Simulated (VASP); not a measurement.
# ZnO (zincite) (P6_3mc) in VASP: convergence with k mesh

Aim: find how far k mesh must go before the results for ZnO (zincite) settle, at PBE. This setting moves, with any that are tied to it; all else stays.

Program: VASP 6.6.1. These are calculated values, not measurements. Logs are shortened: lines on timing, memory, paths and dates and some standing lists are left out, and cuts for length are marked.

## 1. Starting point

The structure is hexagonal, space group P6_3mc (No. 186). Conventional cell: a = 3.249 Å, b = 3.249 Å, c = 5.206 Å, α = 90.00°, β = 90.00°, γ = 120.00°. Zn (site symmetry 3m) is surrounded by 4 O at 1.97 to 1.98 Å. O (site symmetry 3m) has 4 Zn at 1.97 to 1.98 Å as nearest neighbours.

## 2. With k mesh 2 × 2 × 2

File INCAR:

```
ALGO     = Normal         # electronic algorithm
EDIFF    = 1E-7           # SCF threshold, eV
ENCUT    = 520            # plane-wave cutoff, eV
GGA      = PE             # functional
ISIF     = 2              # what is computed and relaxed
ISMEAR   = 0              # smearing method
LASPH    = T              # aspherical terms in the spheres
LCHARG   = F              # write CHGCAR
LREAL    = F              # projectors in reciprocal space
LWAVE    = F              # write WAVECAR
NBANDS   = 26             # bands
NELM     = 100            # most SCF steps
PREC     = Accurate       # precision mode
SIGMA    = 0.02           # smearing width, eV
```

File KPOINTS:

```
k-points
0
Gamma
  2 2 2
```

File POSCAR:

```
ZnO
1.0
    3.2493080000      0.0000000000      0.0000000000
   -1.6246540000      2.8139832727      0.0000000000
    0.0000000000      0.0000000000      5.2057090000
Zn O
2 2
Direct
    0.6666666667      0.3333333333      0.0000000000
    0.3333333333      0.6666666667      0.5000000000
    0.3333333333      0.6666666667      0.8790100000
    0.6666666667      0.3333333333      0.3790100000
```

Potentials or basis: VASP PAW PBE potentials, release 64 (Zn, O).

Run with:

```sh
$ cat potpaw_PBE.64/Zn/POTCAR potpaw_PBE.64/O/POTCAR > POTCAR
$ mpirun -np 1 vasp_std > vasp.out
```

Wall time 6.8 s (1 thread of AMD EPYC 9R45 (Zen 5), shared host); peak memory 0.12 GiB.

Results:

| Property | Result |
| --- | --- |
| Free energy | -17.0497 eV |
| Pressure | 7.3 GPa |
| Largest force | 0.066 eV/Å |
| Band gap on the k mesh | 0.68 eV, direct |

## 3. With k mesh 3 × 3 × 2

INCAR is that of step 2.

File KPOINTS:

```
k-points
0
Gamma
  3 3 2
```

POSCAR is that of step 2.

Potentials or basis: VASP PAW PBE potentials, release 64 (Zn, O).

Run with:

```sh
$ cat potpaw_PBE.64/Zn/POTCAR potpaw_PBE.64/O/POTCAR > POTCAR
$ mpirun -np 1 vasp_std > vasp.out
```

It took 8.1 s on 1 thread of AMD EPYC 9R45 (Zen 5), shared host; peak memory 0.12 GiB.

Results:

```
Free energy            : -17.6991 eV
Pressure               : 6.2 GPa
Largest force          : 0.056 eV/Å
Band gap on the k mesh : 0.76 eV, direct
```

## 4. With k mesh 4 × 4 × 3

INCAR is that of step 3.

File KPOINTS:

```
k-points
0
Gamma
  4 4 3
```

POSCAR is that of step 3.

Run with:

```sh
$ cat potpaw_PBE.64/Zn/POTCAR potpaw_PBE.64/O/POTCAR > POTCAR
$ mpirun -np 1 vasp_std > vasp.out
```

It took 8.4 s on 1 thread of AMD EPYC 9R45 (Zen 5), shared host; peak memory 0.12 GiB.

What came out:

| Property | Result |
| --- | --- |
| Free energy | -17.7983 eV |
| Pressure | 6.0 GPa |
| Largest force | 0.070 eV/Å |
| Band gap on the k mesh | 0.78 eV, direct |

## 5. With k mesh 5 × 5 × 3

INCAR is that of step 4.

File KPOINTS:

```
k-points
0
Gamma
  5 5 3
```

POSCAR is that of step 4.

Run with:

```sh
$ cat potpaw_PBE.64/Zn/POTCAR potpaw_PBE.64/O/POTCAR > POTCAR
$ mpirun -np 1 vasp_std > vasp.out
```

Wall time 10 s (1 thread of AMD EPYC 9R45 (Zen 5), shared host); peak memory 0.12 GiB.

Results:

```yaml
Free_energy: -17.8147 eV
Pressure: 5.9 GPa
Largest_force: 0.074 eV/Å
Band_gap_on_the_k_mesh: 0.79 eV, direct
```

## 6. With k mesh 7 × 7 × 4

INCAR is that of step 5.

File KPOINTS:

```
k-points
0
Gamma
  7 7 4
```

POSCAR is that of step 5.

Potentials or basis: VASP PAW PBE potentials, release 64 (Zn, O).

Run with:

```sh
$ cat potpaw_PBE.64/Zn/POTCAR potpaw_PBE.64/O/POTCAR > POTCAR
$ mpirun -np 1 vasp_std > vasp.out
```

Run time: 19 s. Hardware: 1 thread of AMD EPYC 9R45 (Zen 5), shared host; peak memory 0.13 GiB.

What came out:

```yaml
Free_energy: -17.8213 eV
Pressure: 6.0 GPa
Largest_force: 0.074 eV/Å
Band_gap_on_the_k_mesh: 0.79 eV, direct
```

## 7. With k mesh 8 × 8 × 5

INCAR is that of step 6.

File KPOINTS:

```
k-points
0
Gamma
  8 8 5
```

POSCAR is that of step 6.

Run with:

```sh
$ cat potpaw_PBE.64/Zn/POTCAR potpaw_PBE.64/O/POTCAR > POTCAR
$ mpirun -np 1 vasp_std > vasp.out
```

Run time: 22 s. Hardware: 1 thread of AMD EPYC 9R45 (Zen 5), shared host; peak memory 0.14 GiB.

What came out:

- Free energy: -17.8220 eV
- Pressure: 6.0 GPa
- Largest force: 0.074 eV/Å
- Band gap on the k mesh: 0.79 eV, direct

## 8. With k mesh 11 × 11 × 6

INCAR is that of step 7.

File KPOINTS:

```
k-points
0
Gamma
  11 11 6
```

POSCAR is that of step 7.

Run with:

```sh
$ cat potpaw_PBE.64/Zn/POTCAR potpaw_PBE.64/O/POTCAR > POTCAR
$ mpirun -np 1 vasp_std > vasp.out
```

Wall time 47 s (1 thread of AMD EPYC 9R45 (Zen 5), shared host); peak memory 0.17 GiB.

Results:

* Free energy: -17.8224 eV
* Pressure: 6.0 GPa
* Largest force: 0.074 eV/Å
* Band gap on the k mesh: 0.79 eV, direct

## 9. With k mesh 13 × 13 × 7

INCAR is that of step 8.

File KPOINTS:

```
k-points
0
Gamma
  13 13 7
```

POSCAR is that of step 8.

Potentials or basis: VASP PAW PBE potentials, release 64 (Zn, O).

Run with:

```sh
$ cat potpaw_PBE.64/Zn/POTCAR potpaw_PBE.64/O/POTCAR > POTCAR
$ mpirun -np 1 vasp_std > vasp.out
```

Run time: 57 s. Hardware: 1 thread of AMD EPYC 9R45 (Zen 5), shared host; peak memory 0.18 GiB.

What came out:

| Item | Value |
| --- | --- |
| Free energy | -17.8224 eV |
| Pressure | 6.0 GPa |
| Largest force | 0.074 eV/Å |
| Band gap on the k mesh | 0.79 eV, direct |

## 10. With k mesh 15 × 15 × 9

INCAR is that of step 9.

File KPOINTS:

```
k-points
0
Gamma
  15 15 9
```

POSCAR is that of step 9.

Potentials or basis: VASP PAW PBE potentials, release 64 (Zn, O).

Run with:

```sh
$ cat potpaw_PBE.64/Zn/POTCAR potpaw_PBE.64/O/POTCAR > POTCAR
$ mpirun -np 1 vasp_std > vasp.out
```

OUTCAR:

```text
EDIFF = 1E-7
   ENCUT = 520
   GGA = PE
   ISIF = 2
   ISMEAR = 0
   LASPH = T
   LREAL = F
   NELM = 100
   PREC = Accurate

 ion  position               nearest neighbor table
   1  0.667  0.333  0.000-   4 1.97   3 1.98   3 1.98   3 1.98
   2  0.333  0.667  0.500-   3 1.97   4 1.98   4 1.98   4 1.98
   3  0.333  0.667  0.879-   2 1.97   1 1.98   1 1.98   1 1.98
   4  0.667  0.333  0.379-   1 1.97   2 1.98   2 1.98   2 1.98

  LATTYP: Found a hexagonal cell.
 ALAT       =     3.2493080000
 C/A-ratio  =     1.6020977390

  Lattice vectors:

 A1 = (   3.2493080000,   0.0000000000,   0.0000000000)
 A2 = (  -1.6246540000,   2.8139832727,   0.0000000000)
 A3 = (   0.0000000000,   0.0000000000,   5.2057090000)

Analysis of symmetry for initial positions (statically):
=====================================================================
 Subroutine PRICEL returns:
 Original cell was already a primitive cell.

 Routine SETGRP: Setting up the symmetry group for a
 hexagonal supercell.

 Subroutine GETGRP returns: Found 12 space group operations
 (whereof  6 operations were pure point group operations)
 out of a pool of 24 trial point group operations.

The static configuration has the point symmetry C_3v.
 The point group associated with its full space group is C_6v.

Analysis of symmetry for dynamics (positions and initial velocities):
=====================================================================
 Subroutine PRICEL returns:
 Original cell was already a primitive cell.

 Routine SETGRP: Setting up the symmetry group for a
 hexagonal supercell.

 Subroutine GETGRP returns: Found 12 space group operations
 (whereof  6 operations were pure point group operations)
 out of a pool of 24 trial point group operations.

The dynamic configuration has the point symmetry C_3v.
 The point group associated with its full space group is C_6v.

 Subroutine INISYM returns: Found 12 space group operations
 (whereof  6 operations are pure point group operations),
 and found     1 'primitive' translations

----------------------------------------------------------------------------------------

                                     Primitive cell

  volume of cell :      47.5984

  direct lattice vectors                    reciprocal lattice vectors
     3.249308000  0.000000000  0.000000000     0.307757836  0.177684070  0.000000000
    -1.624654000  2.813983273  0.000000000     0.000000000  0.355368139  0.000000000
     0.000000000  0.000000000  5.205709000     0.000000000  0.000000000  0.192096792

  length of vectors
     3.249308000  3.249308000  5.205709000     0.355368139  0.355368139  0.192096792
[... 74 lines left out ...]
   NGXF,Y,Z  is equivalent  to a cutoff of  24.56, 24.56, 25.55 a.u.
 SYSTEM =  unknown system
   PREC   = accura    normal or accurate (medium, high low for compatibility)
   ISTART =      0    job   : 0-new  1-cont  2-samecut
   ICHARG =      2    charge: 1-file 2-atom 10-const
   ISPIN  =      1    spin polarized calculation?
   LNONCOLLINEAR =      F non collinear calculations
   LSORBIT =      F    spin-orbit coupling
   LASPH  =      T    aspherical Exc in radial PAW
   ENCUT  =  520.0 eV  38.22 Ry    6.18 a.u.   6.04  6.04  9.68*2*pi/ulx,y,z
   NELM   =    100;   NELMIN=  2; NELMDL= -5     # of ELM steps
   EDIFF  = 0.1E-06   stopping-criterion for ELM
   LREAL  =      F    real-space projection
   EDIFFG = 0.1E-05   stopping-criterion for IOM
   NSW    =      0    number of steps for IOM
   IBRION =     -1    ionic relax: 0-MD 1-quasi-New 2-CG
   NFREE  =      0    steps in history (QN), initial steepest desc. (CG)
   ISIF   =      2    stress and relaxation
   ISYM   =      2    0-nonsym 1-usesym 2-fastsym
   POTIM  = 0.5000    time-step for ionic-motion
   TEBEG  =    0.0;   TEEND  =   0.0 temperature during run
   PSTRESS=    0.0 pullay stress
   NELECT =      36.0000    total number of electrons
   NUPDOWN=      -1.0000    fix difference up-down
   EMIN   =  10.00;   EMAX   =-10.00  energy-range for DOS
   EFERMI =   0.00;   METHOD = LEGACY
   ISMEAR =     0;   SIGMA  =   0.02  broadening in eV -4-tet -1-fermi 0-gaus
   EFERMI_NEDOS =   21; number of points for ismear=-14 and -15
   IALGO  =     38    algorithm
   IMIX   =      4    mixing-type and parameters
     AMIX     =   0.40;   BMIX     =  1.00
     AMIX_MAG =   1.60;   BMIX_MAG =  1.00
  volume/ion in A,a.u.               =      11.90        80.30
  Fermi-wavevector in a.u.,A,eV,Ry     =   1.491574  2.818667 30.270160  2.224794
  Thomas-Fermi vector in A             =   2.604212
   LORBIT       =      0    0 simple, 1 ext, 2 COOP (PROOUT), +10 PAW based schemes
   GGA     = PE    functional components
   LHFCALC =     F    Hartree Fock is set to
   AEXX    =    0.0000 exact exchange contribution
   IVDW    =     0    specifies the selected vdW correction
   LEPSILON=     F    determine dielectric tensor
   LRPA    =     F    only Hartree local field effects (RPA)
 non-spin polarized calculation
 Gauss-broadening in eV      SIGMA  =   0.02
  energy-cutoff  :      520.00
  volume of cell :       47.60
 maximum number of plane-waves:      1305
   NGX = 13   NGY = 13   NGZ = 19

 number of electron      36.0000017 magnetization

 Free energy of the ion-electron system (eV)
  ---------------------------------------------------
  ext. energy  EPLUGINS =         0.00000000
  ---------------------------------------------------
  free energy    TOTEN  =       -17.82244997 eV

  energy without entropy =      -17.82244997  energy(sigma->0) =      -17.82244997

 E-fermi :   1.3697     XC(G=0): -10.9117

 val. band max:        1.2004965991   @ k =   0.0000   0.0000   0.0000
 cond. band min:       1.9905484598   @ k =   0.0000   0.0000   0.0000
 fundamental gap:      0.7900518607
 Fermi energy:         1.3697275950

 k-point     1 :       0.0000    0.0000    0.0000
  band No.  band energies     occupation
      1     -16.8879      2.00000
      2     -16.1567      2.00000
      3      -4.4874      2.00000
      4      -4.4874      2.00000
      5      -4.4479      2.00000
      6      -4.4265      2.00000
[... 685 lines left out ...]
     25      13.9104      0.00000
     26      14.4966      0.00000

 [... further k-points ...]
[... 5 lines left out ...]
  --------------------------------------------------------------------------------------
  -------------------------------------------------------------------------------------
  Total        1.6021322      1.6021322      2.1263866      0.0000000      0.0000000      0.0000000
  in kB       53.9282914     53.9282914     71.5748635      0.0000000      0.0000000      0.0000000
  external PRESSURE =      59.8104821 kB  Pullay stress =       0.0000000 kB

 VOLUME and BASIS-vectors are now :
 -----------------------------------------------------------------------------
  energy-cutoff  :      520.00
  volume of cell :       47.60
      direct lattice vectors                 reciprocal lattice vectors
     3.249308000  0.000000000  0.000000000     0.307757836  0.177684070  0.000000000
    -1.624654000  2.813983273  0.000000000     0.000000000  0.355368139  0.000000000
     0.000000000  0.000000000  5.205709000     0.000000000  0.000000000  0.192096792

 POSITION                                       TOTAL-FORCE (eV/Angst)
 -----------------------------------------------------------------------------------
      1.62465      0.93799      0.00000        -0.000000      0.000000     -0.073977
     -0.00000      1.87599      2.60285         0.000000      0.000000     -0.073977
     -0.00000      1.87599      4.57587        -0.000000      0.000000      0.073977
      1.62465      0.93799      1.97302        -0.000000     -0.000000      0.073977
 -----------------------------------------------------------------------------------
    total drift:                               -0.000000     -0.000000     -0.000181

  FREE ENERGIE OF THE ION-ELECTRON SYSTEM (eV)
  ---------------------------------------------------
  free  energy   TOTEN  =       -17.8224499671 eV

  energy  without entropy=      -17.8224499671  energy(sigma->0) =      -17.82244997
```

OSZICAR:

```text
N       E                     dE             d eps       ncg     rms          rms(c)
DAV:   1     0.296713767745E+03    0.29671E+03   -0.18255E+04  7100   0.202E+03
DAV:   2     0.108582172362E+02   -0.28586E+03   -0.26768E+03  7356   0.412E+02
DAV:   3    -0.204549591001E+02   -0.31313E+02   -0.30888E+02  7788   0.139E+02
DAV:   4    -0.210613699145E+02   -0.60641E+00   -0.60505E+00  7812   0.198E+01
DAV:   5    -0.210643683316E+02   -0.29984E-02   -0.29982E-02  7680   0.145E+00    0.147E+01
DAV:   6    -0.176508169476E+02    0.34136E+01   -0.66077E+00 11094   0.615E+01    0.902E+00
DAV:   7    -0.178600733103E+02   -0.20926E+00   -0.29370E+00  7194   0.170E+01    0.540E+00
DAV:   8    -0.178704643403E+02   -0.10391E-01   -0.49906E-01 10370   0.747E+00    0.163E+00
DAV:   9    -0.178196484861E+02    0.50816E-01   -0.10286E-01 10342   0.634E+00    0.296E-01
DAV:  10    -0.178223413637E+02   -0.26929E-02   -0.37120E-02  7110   0.132E+00    0.132E-01
DAV:  11    -0.178224089544E+02   -0.67591E-04   -0.55181E-04  7610   0.237E-01    0.307E-02
DAV:  12    -0.178224475111E+02   -0.38557E-04   -0.88203E-05  8012   0.241E-01    0.189E-02
DAV:  13    -0.178224558863E+02   -0.83752E-05   -0.21118E-05  8004   0.987E-02    0.205E-02
DAV:  14    -0.178224500885E+02    0.57978E-05   -0.13104E-05  8842   0.402E-02    0.246E-03
DAV:  15    -0.178224500213E+02    0.67226E-07   -0.34145E-06  7168   0.166E-02    0.133E-03
DAV:  16    -0.178224499671E+02    0.54193E-07   -0.50435E-08  3996   0.266E-03
   1 F= -.17822450E+02 E0= -.17822450E+02  d E =-.895569E-36
```

stdout:

```text
POSCAR found type information on POSCAR ZnO
 POSCAR found :  2 types and       4 ions
 scaLAPACK will be used
 LDA part: xc-table for (Slater+PW92), standard interpolation
 POSCAR, INCAR and KPOINTS ok, starting setup
 FFT: planning ... GRIDC
 FFT: planning ... GRID_SOFT
 FFT: planning ... GRID
 WAVECAR not read
 entering main loop
```

Wall time 95 s (1 thread of AMD EPYC 9R45 (Zen 5), shared host); peak memory 0.23 GiB.

Results:

```
Free energy            : -17.8224 eV
Pressure               : 6.0 GPa
Largest force          : 0.074 eV/Å
Band gap on the k mesh : 0.79 eV, direct
```

## 11. Summary

```tsv
k mesh	energy less the tightest run, at zero smearing (meV/atom)	pressure (GPa)	largest force (eV/Å)	gap on the mesh (eV)	SCF cycles	CPU time (s)	peak memory (GiB)
2 × 2 × 2	193.19	7.30	0.066	0.684	17	5.9	0.12
3 × 3 × 2	30.84	6.19	0.056	0.762	16	7.2	0.12
4 × 4 × 3	6.04	5.98	0.070	0.782	16	7.4	0.12
5 × 5 × 3	1.95	5.94	0.074	0.787	16	9	0.12
7 × 7 × 4	0.28	5.97	0.074	0.789	16	18	0.13
8 × 8 × 5	0.11	5.98	0.074	0.790	16	21	0.14
11 × 11 × 6	0.02	5.98	0.074	0.790	16	46	0.17
13 × 13 × 7	0.01	5.97	0.074	0.790	16	56	0.18
15 × 15 × 9	0.00	5.98	0.074	0.790	16	94	0.23
```

Against the tightest run, the energy stays within 1 meV/atom from 7 × 7 × 4 on; the pressure stays within 0.1 GPa from 4 × 4 × 3 on; the largest force stays within 0.005 eV/Å from 4 × 4 × 3 on; the gap on the mesh stays within 0.01 eV from 4 × 4 × 3 on. Meshes of other sizes hit other points, so gaps and Fermi surfaces needn't settle smoothly. The tightest run that finished is the yardstick and may itself not be fully converged.

Caveats: an odd mesh through Γ misses points on the zone boundary, where band edges often lie.
